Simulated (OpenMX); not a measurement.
The system is PtSe2 (Sudovikovite).

```
Pt Se
1.0
     3.72400    0.00000    0.00000
    -1.86200    3.22508    0.00000
     0.00000    0.00000    5.06200
Pt Se
1 2
Direct
  0.00000 0.00000 0.00000
  0.66667 0.33333 0.75000
  0.33333 0.66667 0.25000
```

Program: OpenMX 3.8.5. Alike in all runs: task band structure; no spin polarisation; cell as given; smearing fermi-dirac 0.05 eV.

**Question.** Order these runs on this cell by their pressure, lowest first.
A. level LDA; potentials or basis OpenMX 2013 LDA set, Pt7.0-s3p2d2f1, Se7.0-s3p2d2, grid cutoff 400 Ry; k mesh 7 × 7 × 5
B. level PBE; potentials or basis OpenMX 2013 PBE set, Pt7.0-s3p2d2f1, Se7.0-s3p2d2, grid cutoff 400 Ry; k mesh 9 × 9 × 5
C. level PBE; potentials or basis OpenMX 2013 PBE set, Pt7.0-s3p2d2, Se7.0-s3p2d1, grid cutoff 400 Ry; k mesh 9 × 9 × 5

**Answer.** A (0.4 GPa), B (8.2 GPa), C (9.7 GPa).

Caveats: the basis of atomic orbitals isn't converged, which shifts pressures, moduli and gaps.
